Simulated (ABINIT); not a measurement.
Crystal: SnO2.

```
Sn O
1.0
     4.78800    0.00000    0.00000
     0.00000    4.86658    0.00000
     0.00000    0.00000    3.24090
Sn O
2 4
Direct
  0.00000 0.00000 0.00000
  0.50000 0.50000 0.50000
  0.70815 0.67896 0.00000
  0.20814 0.82104 0.50000
  0.79185 0.17896 0.50000
  0.29185 0.32104 0.00000
```

The cell is a database's computed one.

- Program: ABINIT 10.8.3 (patched build)
- Task: relaxation of cell and atoms
- Functional: PBEsol
- Potentials or basis: JTH PAW PBE v2.0
- Cutoff: 626 eV
- k mesh: 3 × 3 × 4
- Occupations: fermi-dirac, width 0.05 eV
- Spin: no spin polarisation

At the start: pressure -6.9 GPa; volume 12.59 Å³/atom.

Problem. How do energy, volume and symmetry change on relaxing?

Solution. Over 14 steps the energy falls by 12.4 meV/atom and the volume is 12.13 Å³/atom (-3.6 %); space group P4_2/mnm (No. 136, to 0.05 Å).

Step by step:
```csv
step,energy change (eV),largest force (eV/Å),pressure (GPa),volume (Å³)
1,0.0000,0.1239,-6.86,75.52
2,-0.0501,0.0755,-3.14,73.94
3,-0.0638,0.0764,0.28,72.58
4,-0.0656,0.0606,0.26,72.63
5,-0.0679,0.0741,0.09,72.70
6,-0.0716,0.0487,-0.23,72.81
7,-0.0735,0.0487,-0.15,72.84
8,-0.0738,0.0695,-0.27,72.85
9,-0.0743,0.0080,-0.05,72.81
10,-0.0743,0.0018,-0.01,72.80
11,-0.0743,0.0010,0.00,72.79
12,-0.0743,0.0002,-0.04,72.81
13,-0.0743,0.0016,0.02,72.78
14,-0.0744,0.0003,0.00,72.79
```

Final structure:
```
Sn O
1.0
     4.76232    0.00000    0.00000
     0.00000    4.76228    0.00000
     0.00000    0.00000    3.20958
Sn O
2 4
Direct
  0.00000 0.00000 0.00000
  0.50000 0.50000 0.50000
  0.69373 0.69375 0.00000
  0.19373 0.80625 0.50000
  0.80627 0.19375 0.50000
  0.30627 0.30625 0.00000
```

Caveat: the k mesh is coarse (spacing up to 0.48 Å⁻¹), so the values aren't converged; the PAW data sets were made with another functional, which shifts forces and pressure a little; the atomic spheres overlap.
